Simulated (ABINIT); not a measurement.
Crystal: Pt.

```
CELL_PARAMETERS angstrom
0.00000 1.96090 1.96090
1.96090 0.00000 1.96090
1.96090 1.96090 0.00000
ATOMIC_POSITIONS crystal
Pt 0.00000 0.00000 0.00000
```

Base run:

* Program: ABINIT 10.8.3 (patched build)
* Functional: PBE
* Potentials or basis: JTH PAW PBE v2.0
* Cutoff: 435 eV
* k mesh: 12 × 12 × 12
* Occupations: fermi-dirac, width 0.05 eV
* Spin: no spin polarisation

Its results: band gap on the k mesh none (metal or under the smearing width); pressure 11.1 GPa.

Q: After a change of settings the same cell gave: band gap on the k mesh none (metal or under the smearing width); pressure 1.0 GPa. Which change was it?
A. functional from PBE to BLYP
B. potentials or basis from JTH PAW PBE v2.0 to PseudoDojo NC SR PBE v0.4.1 standard; cutoff from 435 eV to 1143 eV; valence electrons from 10 to 18
C. functional from PBE to SCAN; cutoff from 435 eV to 517 eV; fine-grid cutoff from 870.764 eV to 1034.03 eV
D. functional from PBE to PBEsol; spin from no spin polarisation to spin-orbit coupling, no magnetisation

A: D.

Caveats: the PAW data sets were made with another functional, which shifts forces and pressure a little (some runs).
